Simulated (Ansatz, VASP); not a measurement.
# Cross-check of CuI (Marshite) between VASP and Ansatz, part 2 of 2

Aim: how closely do two programs agree when they are given the same cell, functional and k mesh? The cell is taken from a series of VASP runs on this material, whose earlier steps may have relaxed, scaled or displaced it; both programs get it as it stands.

VASP 6.6.1 and Ansatz 0.2.0.

So far. Step 2 (VASP: band structure, HSE06): The k-mesh is coarse for exact exchange; levels may shift by about 0.1 eV on a finer one.

**3. Ansatz: band structure, HSE06**

Level of this step: Ansatz beside VASP: Kohn-Sham DFT, plane waves, HSE06 (Ansatz).

Ansatz runs on its default PAW (the set named soft_2) files.

The same cell, functional, mesh and smearing now go to Ansatz, which takes its cutoff from its data sets.

Contents of input.yaml:

```yaml
crystal:
  lattice:
    - [0.0, 3.0055023643, 3.0055023643]
    - [3.0055023643, 0.0, 3.0055023643]
    - [3.0055023643, 3.0055023643, 0.0]
  atoms:
    - { symbol: Cu, position: [0.25, 0.25, 0.25] }
    - { symbol: I, position: [0.0, 0.0, 0.0] }
hamiltonian:
  xc: { exchange: pbe, correlation: pbe, exx: { coeff: 0.25, omega: 0.2 } }
  pseudopotentials: { kind: paw }
kpoints:
  mp_grid: { grid: [4, 4, 4] }
  band_path:
    path:
      - [0.0, 0.0, 0.0]
      - [0.5, 0.0, 0.5]
      - [0.5, 0.2, 0.7]
      - [0.4, 0.35, 0.75]
      - [0.15, 0.15, 0.3]
      - [0.2, 0.2, 0.2]
      - [0.55, 0.4, 0.55]
      - [0.6, 0.25, 0.65]
      - [0.5, 0.25, 0.75]
      - [0.5, 0.5, 0.5]
      - [0.375, 0.375, 0.75]
      - [0.5, 0.0, 0.5]
    npoints: 1
scf:
  occupations: { method: gaussian, width: 0.05 }
  n_extra_bands: 7
output:
  forces: true
  stress: true
  eigenvalues: true
  write_density: true
  write_potential: true
  elf: true
  volumetric_format: npy
```

Run with:

```console
$ ansatz run input.yaml --threads 4 --pin off --max-ram 9216MiB --backend cpu --events-out ev --progress --plain --runs-dir out
```

Numbers of over 12 decimals in the logs are rounded to 6 here.

The program printed:

```text
Warning: output.stress: scf.convergence.dr2_threshold = 1e-7 eV (the SCF's general default) is looser than the 2e-10 eV advised for a printed stress (1e-10 eV for each atom of the cell: 2). What an SCF threshold leaves in a stress goes as its square root, and in the free energy as the threshold itself, and one threshold admits the most on a small cell: [figures from the program's tests cut] Set scf.convergence.dr2_threshold to 2e-10 eV or tighter. The threshold is an SCF's pass mark: one that does not reach it within its budget of iterations ends unconverged, or closes short of it on a stop that the run arms, and scf.convergence.dr2_threshold's page says what that costs each kind of run
Warning: output.stress: scf.exx.energy_threshold = 1e-6 eV is looser than the 2e-8 eV advised for a stress under a hybrid functional (1e-8 eV for each atom of the cell: 2). Every SCF of the exchange loop can meet its threshold on dr2 while the loop round them stops early: no threshold on dr2 bounds what that leaves in the stress. Set scf.exx.energy_threshold to 2e-8 eV or tighter. The threshold is the loop's pass mark: a loop that does not reach it within its budget of cycles ends unconverged, and scf.exx.energy_threshold's page has the law
scf.n_extra_bands = 7 over 18 filled bands (N_el = 36.0): the run solves 25 bands
Engine: ansatz 0.2.0, aarch64-unknown-linux-gnu
Pseudopotentials: kind: paw
Pseudopotential: Cu, paw, valence charge 19, recommended cutoff 420 eV (normal), Cu.paw.azcp
Pseudopotential: I, paw, valence charge 17, recommended cutoff 420 eV (normal), I.paw.azcp
Functional definition: unnamed
  parameter a_1 = 0.25
  parameter omega_1 = 0.2/angstrom
  exchange = pbe_x + (-a_1)*pbe_x_sr(omega_1) + a_1*exact_x_sr(omega_1)
  correlation = pbe_c
Crystal: 2 atoms, lattice volume = 54.298 Å³
Basis set: ecut = 420 eV, 1067 PW (Γ), exchange–correlation on 60×60×60 points (8 copies of the dense FFT grid, shifted against one another)
Bands: 25, of which v1, the nominal top of the filled ones, is band 18 counted from 1 (17 counted from 0)
Symmetry: 24 space group operations
Space group: F-43m (ITA 216), of the structure as read, at distance tolerance 3.8e-5 Å
k-points: 8 of 64 (time reversal used)
Non-local potential: Cu, projectors of the file, l = 0: 3, l = 1: 2, l = 2: 3, l = 3: 1
Non-local potential: I, projectors of the file, l = 0: 2, l = 1: 2, l = 2: 2, l = 3: 2
PAW form: soft (Blöchl's): semilocal exchange-correlation on the pseudo side does not see the compensation charge
PAW frozen core: Cu, regenerated for the run's functional, and the local potential with it (the file was generated under x = pbe(κ = 0.804, μ = 0.219515), c = pbe(β = 0.066725))
PAW frozen core: I, regenerated for the run's functional, and the local potential with it (the file was generated under x = pbe(κ = 0.804, μ = 0.219515), c = pbe(β = 0.066725))
PAW one-centre angular grid: Cu, 590 points (default); XC on 64 Gauss nodes
PAW one-centre angular grid: I, 590 points (default); XC on 96 Gauss nodes
Initial density: superposition of atomic densities (neutral atoms: chi_scale 0, normalization atom), corrected by the library's trained network
Initial wavefunctions: pseudopotential atomic-orbital guess
Functional: x = pbe(κ = 0.804, μ = 0.219515), c = pbe(β = 0.066725), warm-up for x = pbe(κ = 0.804, μ = 0.219515) + 0.25 (exact − pbe) at short range (hse, ω = 0.2 Å⁻¹), c = pbe(β = 0.066725)
SCF iter   1: F=—  HF=-14138.322352 eV  |F-HF|=—  |Δ(HF+E_count)|=         —  Δρ=6.15e-4  dr2=1.13e-4  ethr=1.77e-3  ⟨swp⟩=2.0  Hψ=1378  notcnv=0
preconditioner: auto → none  [insulator: Δε(μ)=1.194 eV  Ē_g=11.296 eV  σ=0.050 eV  W_gap=1.00  n_scr=14 (ndim 8)  ℏωp=21.4 eV  f_vac=0.173  D(μ)=0.00/eV (n_scr^D=0)]
SCF iter   2: F=-14138.322420 eV  HF=-14138.322426 eV  |F-HF|=5.23e-6  |Δ(HF+E_count)|=   7.37e-5  Δρ=2.41e-4  dr2=2.17e-5  ethr=3.13e-7  ⟨swp⟩=3.9  Hψ=557  notcnv=0  defer=1
SCF 1 stopped early in 2 iterations: F = -14138.322420 eV  dr2 = 2.17e-5
  greatest PAW one-centre occupation: 1.000 electrons in one spin orbital (limit 2), on the Cu atom at site 0 (counted from 0), in its partial waves of l = 0
Initial density: handed on by an earlier stage of this run
Initial wavefunctions: those handed on with the density
Functional: x = pbe(κ = 0.804, μ = 0.219515) + 0.25 (exact − pbe) at short range (hse, ω = 0.2 Å⁻¹), c = pbe(β = 0.066725)
Exchange kernel: α = 0.2500, screened, ω = 0.2000 Å⁻¹, Wigner–Seitz truncation, v(0) = 1112.4845 eV·Å³, q-mesh 4×4×4, nearest image of the exchange supercell L = 17.00 Å, pair-density grid 18×18×18, without the augmentation charges, whose exchange is taken in its separable form by FFT convolution over the k-point mesh (sized by the pseudopotential files, 24×24×24 at the most), smooth part of the exact exchange by density-matrix convolution
Frozen-core exchange: fock
SCF iter   1: F=—  HF=-14142.487931 eV  |F-HF|=—  |Δ(HF+E_count)|=         —  Δρ=3.28e-2  dr2=3.96e-1  ethr=6.04e-7  ⟨swp⟩=6.8  Hψ=968  notcnv=0
preconditioner: auto → none  [insulator: Δε(μ)=2.937 eV  Ē_g=13.596 eV  σ=0.050 eV  W_gap=1.00  n_scr=14 (ndim 8)  ℏωp=21.4 eV  f_vac=0.174  D(μ)=0.00/eV (n_scr^D=0)]
SCF iter   2: F=—  HF=-14142.500522 eV  |F-HF|=—  |Δ(HF+E_count)|=   1.26e-2  Δρ=2.81e-2  dr2=3.03e-1  ethr=6.04e-7  ⟨swp⟩=6.0  Hψ=788  notcnv=0
SCF iter   3: F=—  HF=-14142.407125 eV  |F-HF|=—  |Δ(HF+E_count)|=   9.34e-2  Δρ=5.82e-3  dr2=1.38e-2  ethr=6.04e-7  ⟨swp⟩=5.9  Hψ=721  notcnv=0
SCF iter   4: F=—  HF=-14142.418965 eV  |F-HF|=—  |Δ(HF+E_count)|=   1.18e-2  Δρ=2.71e-3  dr2=2.84e-3  ethr=6.04e-7  ⟨swp⟩=4.0  Hψ=655  notcnv=0
iter 5 solved again at ethr=3.33e-8 eV; its pass at ethr=6.04e-7 eV (dr2=1.20e-5 eV) is discarded
SCF iter   5: F=—  HF=-14142.418463 eV  |F-HF|=—  |Δ(HF+E_count)|=   5.02e-4  Δρ=1.54e-4  dr2=3.81e-5  ethr=3.33e-8  ⟨swp⟩=2.0  Hψ=864  notcnv=0
SCF iter   6: F=—  HF=-14142.418682 eV  |F-HF|=—  |Δ(HF+E_count)|=   2.18e-4  Δρ=2.35e-4  dr2=3.23e-5  ethr=3.33e-8  ⟨swp⟩=4.1  Hψ=531  notcnv=0  defer=1
SCF iter   7: F=-14142.418670 eV  HF=-14142.418671 eV  |F-HF|=3.24e-7  |Δ(HF+E_count)|=   1.10e-5  Δρ=2.62e-5  dr2=1.11e-6  ethr=3.33e-8  ⟨swp⟩=4.0  Hψ=433  notcnv=0
SCF 2 stopped early in 7 iterations: F = -14142.418670 eV  dr2 = 1.11e-6
  greatest PAW one-centre occupation: 1.000 electrons in one spin orbital (limit 2), on the Cu atom at site 0 (counted from 0), in its partial waves of l = 1
hybrid outer 1: dexx = +1.486e-2 eV, tail = 9.02e-5 eV
Exchange kernel: α = 0.2500, screened, ω = 0.2000 Å⁻¹, Wigner–Seitz truncation, v(0) = 1112.4845 eV·Å³, q-mesh 4×4×4, nearest image of the exchange supercell L = 17.00 Å, pair-density grid 18×18×18, without the augmentation charges, whose exchange is taken in its separable form by FFT convolution over the k-point mesh (sized by the pseudopotential files, 24×24×24 at the most), smooth part of the exact exchange by density-matrix convolution
Frozen-core exchange: fock
SCF iter   1: F=—  HF=-14142.418529 eV  |F-HF|=—  |Δ(HF+E_count)|=         —  Δρ=1.18e-4  dr2=5.01e-6  ethr=1.25e-6  ⟨swp⟩=4.6  Hψ=467  notcnv=0
preconditioner: auto → none  [insulator: Δε(μ)=2.718 eV  Ē_g=13.221 eV  σ=0.050 eV  W_gap=1.00  n_scr=14 (ndim 8)  ℏωp=21.4 eV  f_vac=0.178  D(μ)=0.00/eV (n_scr^D=0)]
SCF iter   2: F=—  HF=-14142.418529 eV  |F-HF|=—  |Δ(HF+E_count)|=   2.01e-9  Δρ=1.99e-5  dr2=1.45e-7  ethr=1.00e-8  ⟨swp⟩=4.0  Hψ=515  notcnv=0
SCF iter   3: F=—  HF=-14142.418529 eV  |F-HF|=—  |Δ(HF+E_count)|=   3.55e-7  Δρ=7.08e-6  dr2=4.32e-8  ethr=2.46e-10  ⟨swp⟩=4.1  Hψ=539  notcnv=0  defer=1
SCF iter   4: F=-14142.418529 eV  HF=-14142.418529 eV  |F-HF|=3.93e-9  |Δ(HF+E_count)|=   1.40e-8  Δρ=2.22e-6  dr2=2.70e-9  ethr=9.98e-11  ⟨swp⟩=3.1  Hψ=390  notcnv=0  defer=1
SCF 3 converged in 4 iterations: F = -14142.418529 eV  dr2 = 2.70e-9
  Residual-converged pass: ⟨swp⟩=3.4  Hψ=436  notcnv=0  max |occ|·‖R‖ = 2.4e-6 eV (tolerance 2.4e-6 eV)  dr2=2.77e-9  dr2_onsite=3.10e-9  max |Δocc| = 0.0e0
hybrid outer 2: dexx = +4.939e-7 eV, tail = 6.50e-8 eV, Δε = 6.39e-3 eV (about 2.67e-4 eV left of the loop's levels)
NSCF: frozen V_eff on 12 k-points
hybrid SCF converged: 2 outer / 11 inner (+2 warm-up), last move |dexx| = 4.94e-7 eV, tail = 6.50e-8 eV
Stability not checked: this state was not tested for a lower state beside it, because the functional holds exact exchange (a hybrid, or Hartree-Fock), whose exchange loop this test does not read (fock_operator; see scf.lower_state_search)
Free energy (F): -14142.418529 eV
Frozen-core exchange: fock
Harris-Foulkes:  -14142.418529 eV  (|F-HF|=3.93e-9)
Internal energy: -14142.418529 eV  (E = F + TS)
E sigma→0 (E₀):  -14142.418529 eV
Fermi energy:    8.920889 eV
--- Per-component energies (eV) ---
  E_band       = -950.591880
  E_kinetic    = 490.544878
  E_local      = -7587.881060  (includes V_loc(G=0)·N_el)
  E_nonlocal   = 324.022327
  E_hartree    = 3541.757439
  E_xc         = -172.855296
  E_vxc        = -192.138717  (∫ρ·V_xc dr)
  E_exx        = -160.429726  (= α·E_x^exact, valence–valence)
  E_paw        = -6386.929996  (= ΣΔE_a)
  E_vpaw       = -747.800664  (= ΣTr[D̂ρ^β])
  E_aug_tail   = 0.000379  (compensation charges beyond the density's cutoff)
  E_ewald      = -4190.064745
  E_core_change = -0.582723  (= ΣΔE_core)
  E_smearing   = -0.000000  (= −TS)
  E_closure    = -0.000007  (closes the sum)
  Σ components = -14142.418529   (vs F -14142.418529, Δ=0.00e0)
--- Forces (eV/Å), atoms counted from 1 ---
  atom   1  Cu    -0.00000000     0.00000000     0.00000000
  atom   2  I      0.00000000    -0.00000000    -0.00000000
  max |Σ_I F_I| component: 4.39e-17 eV/Å
--- Stress (GPa, compression-positive) ---
        1.917653      -0.000000      -0.000000
        0.000000       1.917653       0.000000
       -0.000000       0.000000       1.917653
  P = ⅓ Tr σ = 1.9177 GPa (19.177 kbar)
--- Band table (eV; the first three rows and the last of 8) ---
  k-point 0: bands = [... 14 lower, 4.9421, 7.5612, 7.5612, 7.5612, 10.2795, 13.8806, 13.8806, 13.8806, ... 3 higher]
  k-point 1: bands = [... 14 lower, 4.9321, 5.8181, 7.1032, 7.1032, 11.3915, 14.4758, 14.4758, 14.5659, ... 3 higher]
  k-point 2: bands = [... 14 lower, 4.9664, 5.0231, 6.6836, 6.6836, 11.2143, 14.3954, 14.3954, 16.4232, ... 3 higher]
  k-point 7: bands = [... 14 lower, 5.0365, 5.0595, 5.2011, 5.7755, 13.4726, 13.8339, 15.1550, 15.3015, ... 3 higher]
```

It took 19 s on 4 threads of Arm Neoverse V2, shared host; peak memory 0.77 GiB; 67 s of CPU time.

Reading the cycles: dr2 is the Hartree energy of the density residual (eV), the measure of convergence; HF is the Harris–Foulkes estimate of the energy, which meets the free energy F at convergence.

**4. Differences**

Known differences besides the potentials themselves: exact exchange at q = 0 is treated differently, which shows on coarse meshes; VASP keeps PBE cores, Ansatz makes them for the functional; the data sets hold 36 valence electrons in Ansatz (default PAW (the set named soft_2) files) and 18 in VASP; the cutoff is 420 eV in Ansatz and 400 eV in VASP; VASP takes a coarser grid for exact exchange (PRECFOCK = Fast). Total energies have different zeros and are not compared.

The two programs side by side:

```
                     quantity  Ansatz   VASP  difference
gap over the path points (eV)   2.718  2.664      +0.055
```

Levels at points of the path, from each program's valence-band top (eV; 4 filled, then empty):

```
k (reciprocal lattice)                                   Ansatz                                     VASP
     0.000 0.000 0.000      -2.62 0.00 0.00 0.00 2.72 6.32 6.32      -2.60 0.00 0.00 0.00 2.66 6.28 6.28
     0.500 0.000 0.500  -2.54 -2.41 -2.05 -2.05 3.85 4.27 11.07  -2.52 -2.40 -2.04 -2.04 3.84 4.25 11.07
     0.500 0.200 0.700   -2.54 -2.50 -2.32 -1.80 5.52 5.89 8.10   -2.54 -2.49 -2.31 -1.79 5.50 5.86 8.06
     0.400 0.350 0.750   -2.60 -2.43 -2.13 -1.68 4.50 6.15 8.96   -2.58 -2.42 -2.12 -1.68 4.48 6.12 8.91
     0.150 0.150 0.300   -2.60 -1.51 -1.00 -0.30 4.39 6.12 6.90   -2.59 -1.51 -1.00 -0.30 4.35 6.09 6.85
     0.200 0.200 0.200   -2.63 -1.37 -0.32 -0.32 3.76 6.53 6.81   -2.62 -1.37 -0.32 -0.32 3.72 6.50 6.76
     0.550 0.400 0.550   -2.60 -2.50 -1.42 -1.09 4.46 6.27 7.45   -2.59 -2.48 -1.42 -1.09 4.42 6.24 7.40
     0.600 0.250 0.650   -2.60 -2.43 -2.13 -1.68 4.50 6.15 8.96   -2.58 -2.42 -2.12 -1.68 4.48 6.12 8.91
     0.500 0.250 0.750   -2.52 -2.50 -2.36 -1.79 5.91 6.27 7.59   -2.52 -2.49 -2.35 -1.78 5.89 6.24 7.55
     0.500 0.500 0.500   -2.60 -2.54 -0.88 -0.88 3.65 6.83 6.83   -2.58 -2.52 -0.88 -0.88 3.62 6.79 6.79
```

Among the levels compared at these points, filled levels agree within 14 meV and empty ones within 55 meV.

**5. What came out**

- difference in gap over the path points (band structure, HSE06): 0.055 eV

The difference in gap over the path points is 0.055 eV (band structure, HSE06), within the 0.08 eV picked in this series as the mark of a large difference. Such differences can come from data sets, numerical settings and the points named under the comparisons, not from the functional's error against experiment.

[Lines on the potential files, build, host, timing and source positions are cut from VASP's logs without a mark.]

[Logs are printed without paths, hosts, clocks, repeated set-up lines and the standing remarks that a program may print on its own settings, such as how far it seeks lower states.]

[Hosts, paths, dates, database ids (printed as entryN), source tags and the programs' standing remarks are cut or masked in the printed files.]
